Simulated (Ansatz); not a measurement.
Here is an Ansatz 0.2.0 calculation.

Contents of input.yaml:

```yaml
crystal:
  lattice:
    - [2.8124553515, 0.0, 0.0]
    - [-1.4062276757, 2.4356577814, 0.0]
    - [0.0, 0.0, 4.86685]
  atoms:
    - { symbol: Al, position: [0.3333333333, 0.6666666667, 0.25] }
    - { symbol: Al, position: [0.6666666667, 0.3333333333, 0.75] }
hamiltonian:
  xc: pbesol
  pseudopotentials: { kind: paw }
  dispersion: d3bj
kpoints:
  mp_grid: { grid: [11, 11, 6] }
scf:
  occupations: { method: fermi_dirac, width: 0.05 }
output:
  forces: true
  stress: true
  eigenvalues: true
  write_density: true
  write_potential: true
  elf: true
  volumetric_format: npy
relax:
  f_tol: 0.01
  max_steps: 40
  cell: { stress_tol: 0.05 }
```

Potentials or basis: Ansatz PAW.

Launch:

```console
$ ansatz run input.yaml --threads 2 --pin off --max-ram 5632MiB --backend cpu --events-out ev --progress --plain --runs-dir out
```

Problem. What does it give for the band gap on the k mesh?

Solution. None (metal or under the smearing width).

Problem. What does it give for the relaxed volume?

Solution. 15.69 Å³/atom.

Problem. Estimate the relaxed cell.

Solution. a = 2.799 Å, b = 2.799 Å, c = 4.626 Å, α = 90.00°, β = 90.00°, γ = 120.00°.

The path:
```csv
step,energy change (eV),largest force (eV/Å),volume (Å³)
1,0.0000,0.0000,33.34
2,-0.0491,0.0000,31.11
3,-0.0498,0.0000,31.31
4,-0.0503,0.0000,31.44
5,-0.0503,0.0000,31.38
6,-0.0499,0.0000,31.38
```

Caveat: the plane-wave basis is chosen anew once the cell has moved, so the energies of steps on either side of that aren't comparable; pairwise dispersion overbinds metals, which lowers pressure and volume; the PAW data sets come from PBE, with cores solved anew for the run's functional, which leaves a small shift of forces and pressure.
